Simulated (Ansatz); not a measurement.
System: Te2Mo (2H monolayer).

The cell holds 3 atoms: 1 Mo and 2 Te. Cell: a = 3.444 Å, b = 3.444 Å, c = 30.500 Å, α = 90.0°, β = 90.0°, γ = 120.0°. Vacuum lies along c.

```xyz
3
Lattice="3.4444 0.0000 0.0000 -1.7222 2.9829 0.0000 0.0000 0.0000 30.5000" Properties=species:S:1:pos:R:3
Mo    0.0000    1.9886   15.2500
Te    1.7222    0.9943   17.0657
Te    1.7222    0.9943   13.4343
```

The structure was relaxed with PBEsol-D3(BJ). At the settings of the band run the largest force is still 0.09 eV/Å. The runs that relaxed it are not among those shown. Spin-orbit coupling is left out unless a run names it. PAW set soft_2, made with PBE.

Gaps computed with Ansatz 0.2.0 without a self-energy: PBEsol 1.21 eV, PBEsol+SOC 1.09 eV and HSE06 1.65 eV.

Question: Estimate the G0W0@PBEsol gap with 9×9×1 mesh, 416 empty bands, screening to 70 eV, default PAW files.

About 1.64 eV: on its mesh the run moves the gap from 1.31 eV by +0.44 eV, and the mesh misses the edges by 0.10 eV. Among the scalar-relativistic levels given, HSE06 is nearest (+0.01 eV). Spin-orbit coupling is not in that value; its −0.12 eV at the PBEsol level would bring it to about 1.53 eV. Bands and cutoff are finite, so the gap is not at the basis limit. The miss can reach some tenths of an eV and take either sign; the mesh is an error of its own. The mesh in the plane is coarse for a sheet; gap and any exciton binding can still move on denser ones. The many-body steps are scalar-relativistic: spin-orbit coupling is not in them.

[Paths, hosts, dates, memory and timing lines, banners, echoed tables and standing remarks are left out of the program output.]

[Logs are printed without paths, hosts, clocks, repeated set-up lines and the standing remarks that a program may print on its own settings, such as how far it seeks lower states.]

[Runs of the session that timed out or met a known fault of the program may be left out.]

[Cells called generated may have been cut or substituted from an entry of the Crystallography Open Database or the Materials Project.]

[Hosts, paths, dates, database ids (printed as entryN), source tags and the programs' standing remarks are cut or masked in the printed files.]
